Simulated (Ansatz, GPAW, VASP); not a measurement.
# TiC: 5 runs at one level of theory

```
Ti C
1.0
     0.00000    2.16572    2.16572
     2.16572    0.00000    2.16572
     2.16572    2.16572    0.00000
Ti C
1 1
Direct
  0.00000 0.00000 0.00000
  0.50000 0.50000 0.50000
```

The cell is a database's computed one, not the measured one.

Alike in all runs: task single point; functional PBEsol; k mesh 11 × 11 × 11; occupations gaussian, width 0.02 eV; no spin polarisation; no spin-orbit coupling. Pressure is positive in compression and, in plane waves, holds the error of the finite cutoff, which Ansatz's Pulay term estimates and takes out.

```json
{"program and potentials": "Ansatz, Ansatz PAW", "plane-wave cutoff (eV)": "420", "notes": "potentials made for PBE, which Ansatz adapts in part; Pulay term of +0.27 GPa included", "pressure (GPa)": "-6.71"}
{"program and potentials": "VASP, PBE PAW files C, Ti_sv, 520 eV", "plane-wave cutoff (eV)": "520", "notes": "potentials made for PBE", "pressure (GPa)": "-6.44"}
{"program and potentials": "GPAW, PAW data sets generated for this functional", "plane-wave cutoff (eV)": "800", "notes": "-", "pressure (GPa)": "-5.85"}
{"program and potentials": "VASP, PBE PAW files C, Ti_sv, release 54, 520 eV", "plane-wave cutoff (eV)": "520", "notes": "potentials made for PBE", "pressure (GPa)": "-6.44"}
{"program and potentials": "Ansatz, all-electron LAPW, scalar-relativistic", "plane-wave cutoff (eV)": "-", "notes": "-", "pressure (GPa)": "-6.75"}
```

The pressure spans -6.75 (Ansatz, all-electron LAPW, scalar-relativistic) to -5.85 GPa (GPAW, PAW data sets generated for this functional), with all-electron results at -6.75.

The functional is the same throughout but for its coding, so the spread measures potentials, basis and numerics; runs on potential files found faulty are left out.

All five runs put TiC under tension in this cell, so PBEsol favours a smaller volume at this level of theory. The spread between implementations is well below the pressure itself and leaves its sign untouched. The size of the pressure reflects the stiffness of the carbide: strong covalent Ti 3d–C 2p bonding, together with the short Ti–C contacts of the rocksalt lattice, turns a small excess in lattice parameter into a stress of several GPa.

Potentials generated for the functional don't bring the result closest to the all-electron value here: GPAW lies furthest from it at -5.85 GPa, while the adapted Ansatz PAW set gives -6.71 GPa. Residual cutoff error is an unlikely explanation for the GPAW offset, since an incomplete plane-wave basis normally makes the pressure too negative, and removing it would widen the gap. Differences in core treatment or PAW construction are more probable. The identical VASP values show consistency between the two potential releases, not independent confirmation of the pressure.
